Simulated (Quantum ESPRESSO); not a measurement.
Sr in Quantum ESPRESSO: the effect of functional

Crystal: Sr.

```xyz
1
Lattice="0.0000 3.0423 3.0423 3.0423 0.0000 3.0423 3.0423 3.0423 0.0000" Properties=species:S:1:pos:R:3 pbc="T T T"
Sr    0.0000    0.0000    0.0000
```

Alike in all runs:

* Program: Quantum ESPRESSO 7.5
* Task: phonon dispersion
* Cutoff: 612 eV
* Density cutoff: 4898 eV
* k mesh: 8 × 8 × 8
* Occupations: cold, width 0.2 eV
* Spin: no spin polarisation

Each run relaxes the cell or the atoms first.

Q: One run gave: relaxed volume 48.56 Å³/atom; highest phonon frequency 114 cm⁻¹. Which functional did it use?
A. PBEsol
B. LDA
C. PBE

A: B.

```tsv
functional	potentials or basis	relaxed volume (Å³/atom)	highest phonon frequency (cm⁻¹)
LDA	GBRV 1.5 LDA	48.56	114
PBE	GBRV 1.5 PBE	54.80	103
PBEsol	GBRV 1.5 PBEsol	51.96	108
```
